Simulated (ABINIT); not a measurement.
A run of ABINIT 10.8.3 (patched build):

File run.abi:

```
ndtset 2

pp_dirpath "./"
pseudos "Ti.LDA_PW-JTH.xml, Te.LDA_PW-JTH.xml"

acell 6.8617715298 6.8617715298 6.8617715298
rprim
     1.0000000000     0.0000000000     0.0000000000
     0.0000000000     1.0000000000     0.0000000000
     0.0000000000     0.0000000000     1.0000000000
ntypat 2
znucl 22 52
natom 2
typat 1 2
xred
     0.0000000000     0.0000000000     0.0000000000
     0.5000000000     0.5000000000     0.5000000000

ecut 408.170794 eV
pawecutdg 30.0

ixc 7

occopt 7
tsmear 0.05 eV

nsppol 2
spinat
     0.0000000000     0.0000000000     2.0000000000
     0.0000000000     0.0000000000     0.0000000000

usepawu 1
lpawu 2 -1
upawu 6.0 0.0 eV
jpawu 0.0 0.0 eV

nstep 100

iomode 3
prtwf 0
prteig 0
prtebands 0
enunit 1
prtden1 1
prtvha1 1
prtvclmb1 1
prtpot1 1

kptopt1 1
ngkpt1 5 5 5
nshiftk1 1
shiftk1 0.0 0.0 0.0
nband1 13
tolvrs1 1.0e-9

iscf2 -2
getden2 1
nband2 19
nbdbuf2 4
tolwfr2 1.0e-11
kptopt2 -5
ndivsm2 8
prteig2 1
prtvol2 -3
kptbounds2
     0.0000000000     0.0000000000     0.0000000000
     0.0000000000     0.5000000000     0.0000000000
     0.5000000000     0.5000000000     0.0000000000
     0.0000000000     0.0000000000     0.0000000000
     0.5000000000     0.5000000000     0.5000000000
     0.0000000000     0.5000000000     0.0000000000
```

Potentials or basis: JTH PAW LDA v2.0.

Run with:

```bash
$ abinit run.abi > log 2>&1
```

Hardware: 1 thread of Arm Neoverse V2, on a shared host.

Question: Estimate the wall time of this run.

Answer: It took 53 s on 1 thread of Arm Neoverse V2 (shared host), peak memory 0.1 GiB. Counts: scf iterations 89, mpi ranks 1, k points 10, bands 13, plane waves 907.
